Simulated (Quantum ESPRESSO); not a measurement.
Pb:

```
CELL_PARAMETERS angstrom
3.48000 0.00000 0.00000
-1.74000 3.01377 0.00000
0.00000 0.00000 5.59000
ATOMIC_POSITIONS crystal
Pb 0.66667 0.33333 0.75000
Pb 0.33333 0.66667 0.25000
```

This isn't the form of Pb at room conditions, which is fcc.

| Quantity | Value |
| --- | --- |
| Program | Quantum ESPRESSO 7.5 |
| Task | phonons |
| Functional | PBEsol |
| Potentials or basis | PseudoDojo 0.4.1 SR PBEsol standard |
| Cutoff | 762 eV |
| Density cutoff | 3048 eV |
| k mesh | 6 × 6 × 4 |
| Occupations | methfessel-paxton, width 0.2 eV |
| Spin | no spin polarisation |
| Mixing beta | 0.5 |
| Most SCF iterations | 120 |
| SCF threshold | 4e-10 Ry |

The cell and the atoms were relaxed first, to 30.12 Å³/atom (a = 3.579 Å, b = 3.579 Å, c = 5.431 Å, α = 90.00°, β = 90.00°, γ = 120.00°), and the response was taken there.

At Γ the optical frequencies are 48 48 85 cm⁻¹, at a pressure of 0.0 GPa.

**Question.** How do the modes respond when the cell is scaled evenly, at fixed shape?

**Answer.** The highest mode has a Grüneisen parameter of 3.04. None of the listed modes softens on compression. Real pressure also changes the shape of this cell, most of all in layered crystals, so these aren't the shifts under hydrostatic load.

Frequencies at 99 % and 101 % of the volume (pressures 0.5 and -0.4 GPa), ions relaxed:
```
mode  99 % (cm⁻¹)  101 % (cm⁻¹)  Grüneisen parameter
   4         48.7          47.6                 1.20
   5         48.7          47.6                 1.20
   6         87.3          82.1                 3.04
```

Modes are matched by their order; those that don't vary smoothly over the three volumes are left out.

Caveat: the k mesh is coarse; the mesh is thin for the phonons of a metal.
